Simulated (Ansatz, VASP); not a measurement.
Given: the input of a run of VASP 6.6.1 on AlNi.

File INCAR:

```
PREC = Accurate
ENCUT = 520
EDIFF = 1E-7
ISMEAR = -1
SIGMA = 0.05
LREAL = False
LASPH = True
NELM = 120
ALGO = Normal
ISIF = 2
LWAVE = False
LCHARG = False
ISPIN = 2
MAGMOM = 1 0
LORBIT = 11
LMAXMIX = 4
GGA = PS
NBANDS = 18
```

File KPOINTS:

```
Automatic mesh
0
Gamma
  9 9 9
```

Contents of POSCAR:

```
AlNi
1.0
    2.8616638469      0.0000000000      0.0000000000
    0.0000000000      2.8616638469      0.0000000000
    0.0000000000      0.0000000000      2.8616638469
Ni Al
1 1
Direct
    0.5000000000      0.5000000000      0.5000000000
    0.0000000000      0.0000000000      0.0000000000
```

Potentials or basis: VASP PAW PBE potentials, release 64 (Ni, Al).

Command:

```sh
$ cat potpaw_PBE.64/Ni/POTCAR potpaw_PBE.64/Al/POTCAR > POTCAR
$ mpirun -np 1 vasp_std > vasp.out
```

Q: Translate it to Ansatz 0.2.0. Potentials there: Ansatz PAW.

A: As run (the cutoff follows the program's own potentials):

The input input.yaml:

```yaml
crystal:
  lattice:
    - [2.8616638469, 0.0, 0.0]
    - [0.0, 2.8616638469, 0.0]
    - [0.0, 0.0, 2.8616638469]
  atoms:
    - { symbol: Ni, position: [0.5, 0.5, 0.5], spin: 1.0 }
    - { symbol: Al, position: [0.0, 0.0, 0.0] }
hamiltonian:
  xc: pbesol
  pseudopotentials: { kind: paw }
magnetization:
  spin_polarized: true
kpoints:
  mp_grid: { grid: [9, 9, 9] }
scf:
  occupations: { method: fermi_dirac, width: 0.05 }
output:
  forces: true
  stress: true
  eigenvalues: true
```

Potentials or basis: Ansatz PAW.

Command:

```console
$ ansatz run input.yaml --threads 1 --pin off --max-ram 3584MiB --backend cpu --events-out ev --progress --plain --runs-dir out
```

Both were run:

|  | VASP | Ansatz | Ansatz less VASP |
| --- | --- | --- | --- |
| gap on the k mesh at the Fermi level (eV) | none | none | - |
| pressure (GPa) | 0.1 | 0.0 | -0.11 |
| net moment per atom (μB) | 0.00 | 0.00 | 0.000 |

A gap of «none» marks a metal or a gap that the smearing closes. The functional is the same, so the differences come from potentials, cutoffs and numerics. The two sets of potentials don't hold the same shells in valence.

Caveats: the PAW data sets were made with another functional, which shifts forces and pressure a little (VASP); the PAW data sets come from PBE, with cores solved anew for the run's functional, which leaves a small shift of forces and pressure (Ansatz); the starting moments weren't kept (Ansatz).
